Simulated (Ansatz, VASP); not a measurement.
## Al in VASP and in Ansatz

```
CELL_PARAMETERS angstrom
-3.23483 3.23483 3.23483
3.23483 -3.23483 3.23483
3.23483 3.23483 -3.23483
ATOMIC_POSITIONS crystal
Al 0.00000 0.00000 0.00000
Al 0.00000 0.00000 0.50000
Al 0.00000 0.50000 0.00000
Al 0.00000 0.50000 0.50000
Al 0.50000 0.00000 0.00000
Al 0.50000 0.00000 0.50000
Al 0.50000 0.50000 0.00000
Al 0.50000 0.50000 0.50000
```

Alike in both runs: task single point; functional PBE; k mesh 6 × 6 × 6; occupations gaussian, width 0.1 eV; no spin polarisation.

```csv
,VASP,Ansatz
version,VASP 6.6.1,Ansatz 0.2.0
potentials or method,"VASP PAW PBE potentials, release 64 (Al)","scalar-relativistic, plane waves, PAW"
plane-wave cutoff (eV),520,420
valence electrons in the cell,24,24
```

```tsv
	VASP	Ansatz	Ansatz less VASP
gap on the k mesh at the Fermi level (eV)	none	none	-
pressure (GPa)	0.0	0.0	+0.02
```

A gap of «none» marks a metal or a gap that the smearing closes.
